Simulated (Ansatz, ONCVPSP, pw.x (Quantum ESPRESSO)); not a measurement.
## Zr: does the ONCV potential hold in the solid?

* Element: zirconium (Zr)
* Generator: ONCVPSP 4.0.1.1 (patched build)
* Type: optimised norm-conserving Vanderbilt (ONCV)
* Functional: PBE
* Relativity: scalar-relativistic
* Frozen core: [Ar] 3d10
* Valence charge: 12
* Reference configuration: 4s2 4p6 4d2 5s2
* Partial waves: 4s+5s: rc 1.95 bohr, ncon 4, nbas 8, qcut 7.3 1/bohr, 2 projectors; 4p: rc 1.85 bohr, ncon 4, nbas 9, qcut 8.4 1/bohr, 1 projector; 4d: rc 2.00 bohr, ncon 4, nbas 7, qcut 5 1/bohr, 2 projectors, debl 3.9 Ha
* Local potential: polynomial inside 1.15 bohr (lpopt 4, dvloc0 -1 Ha)
* Core correction: Teter function, fcfact 2.25, rcfact 1.6

Atomic tests: cutoffs needed: 18 Ha and 37 Ha (the cutoffs (Ha) at which the residual kinetic energy of the hardest occupied pseudo-wave falls to 1 and 0.1 mHa per electron); ghost test: no bound ghost flagged; GHOST(+) flagged for s at 171.0 eV; largest excitation error: -6.2 meV (all-electron minus pseudo) for 4s2 4p6 4d2 5s0, out of 4 test configurations.

Crystal test: fcc Zr in pw.x 7.5, no spin, 13³ k-points, Fermi–Dirac smearing 0.01 Ry, cutoffs 85/340 Ry. The reference is all-electron LAPW (Ansatz 0.2.0) with the same functional, mesh and smearing; V0 and B0 come from Birch–Murnaghan fits to the pressures at five volumes. Errors are pseudo minus all-electron; Δ is the rms difference of the E(V) curves that follow from these fits, minima aligned, over ±6 % about the mean V0. Mesh and smearing are coarse, so the numbers serve the comparison and aren't converged zero-temperature values; the lattice is a test structure that the element need not adopt.

```json
{"V (Å³/atom)": "22.068", "P all-electron (GPa)": "5.32", "P pseudo (GPa)": "5.02"}
{"V (Å³/atom)": "22.648", "P all-electron (GPa)": "2.68", "P pseudo (GPa)": "2.38"}
{"V (Å³/atom)": "23.229", "P all-electron (GPa)": "0.31", "P pseudo (GPa)": "0.00"}
{"V (Å³/atom)": "23.810", "P all-electron (GPa)": "-1.83", "P pseudo (GPa)": "-2.14"}
{"V (Å³/atom)": "24.390", "P all-electron (GPa)": "-3.75", "P pseudo (GPa)": "-4.05"}
```

All-electron: a0 = 4.534 Å (V0 = 23.31 Å³/atom), B0 = 89.0 GPa.

Pseudopotential: mean pressure error (GPa): -0.31; a0 (Å): 4.529; a0 error (%): -0.12; B0 error (%): +1.2; Δ (meV/atom): 1.6.

At the middle volume, how do free energy and pressure move when the wave cutoff is lowered (ecutrho kept at four times it)?

```json
{"cutoff (Ry)": "38", "shift of F (meV/atom)": "+138.6", "shift of P (GPa)": "-3.95"}
{"cutoff (Ry)": "51", "shift of F (meV/atom)": "+15.0", "shift of P (GPa)": "-0.37"}
{"cutoff (Ry)": "68", "shift of F (meV/atom)": "+6.3", "shift of P (GPa)": "-0.05"}
```

Input at the middle volume:

```
&control
  calculation='scf', prefix='x', pseudo_dir='./', outdir='./tmp', tstress=.true., disk_io='none'
/
&system
  ibrav=0, nat=1, ntyp=1, ecutwfc=85, ecutrho=340, nbnd=14,
  occupations='smearing', smearing='fd', degauss=0.01
/
&electrons
  conv_thr=1e-09, mixing_beta=0.4, electron_maxstep=70
/
ATOMIC_SPECIES
Zr 1.0 Zr.UPF
CELL_PARAMETERS angstrom
  0.00000000 2.26464521 2.26464521
  2.26464521 0.00000000 2.26464521
  2.26464521 2.26464521 0.00000000
ATOMIC_POSITIONS crystal
Zr 0.0000 0.0000 0.0000
K_POINTS automatic
13 13 13 0 0 0
```

```bash
pw.x < Zr.scf.in > Zr.scf.out
```

Lines of the output:

```
Message from routine setup:
     using ibrav=0 with symmetry is DISCOURAGED, use correct ibrav instead
     lattice parameter (alat)  =       6.0522  a.u.
     unit-cell volume          =     156.7571 (a.u.)^3
     number of electrons       =        12.00
     number of Kohn-Sham states=           14
     kinetic-energy cutoff     =      85.0000  Ry
     charge density cutoff     =     340.0000  Ry
     scf convergence threshold =      1.0E-09
     Exchange-correlation= PBE
     number of k points=    84  Fermi-Dirac smearing, width (Ry)=  0.0100
     iteration #  1     ecut=    85.00 Ry     beta= 0.40
     total energy              =     -98.89289480 Ry
     estimated scf accuracy    <       0.01492701 Ry
     iteration #  2     ecut=    85.00 Ry     beta= 0.40
     total energy              =     -98.89334375 Ry
     estimated scf accuracy    <       0.00214342 Ry
     iteration #  3     ecut=    85.00 Ry     beta= 0.40
     total energy              =     -98.89364073 Ry
     estimated scf accuracy    <       0.00015339 Ry
     iteration #  4     ecut=    85.00 Ry     beta= 0.40
     total energy              =     -98.89364793 Ry
     estimated scf accuracy    <       0.00000424 Ry
     iteration #  5     ecut=    85.00 Ry     beta= 0.40
     total energy              =     -98.89364844 Ry
     estimated scf accuracy    <       0.00000026 Ry
     iteration #  6     ecut=    85.00 Ry     beta= 0.40
     total energy              =     -98.89364852 Ry
     estimated scf accuracy    <       0.00000002 Ry
     iteration #  7     ecut=    85.00 Ry     beta= 0.40
     total energy              =     -98.89364852 Ry
     estimated scf accuracy    <          3.9E-09 Ry
     iteration #  8     ecut=    85.00 Ry     beta= 0.40
     the Fermi energy is    13.9648 ev
!    total energy              =     -98.89364852 Ry
     estimated scf accuracy    <          5.7E-10 Ry
     smearing contrib. (-TS)   =      -0.00681842 Ry
     The total energy is F=E-TS. E is the sum of the following terms:
     one-electron contribution =     -18.27707470 Ry
     hartree contribution      =      13.89127835 Ry
     xc contribution           =     -17.36456884 Ry
     ewald contribution        =     -77.13646491 Ry
     convergence has been achieved in   8 iterations
          total   stress  (Ry/bohr**3)                   (kbar)     P=        0.00
     Message from routine punch:
     Nothing written, as per user request (disk_io='none')
```

The run at the middle volume (84 k-points, 8 iterations) took about 52 s on one core of a shared host (Neoverse-N1, 64 threads, 124 GiB, load 55).
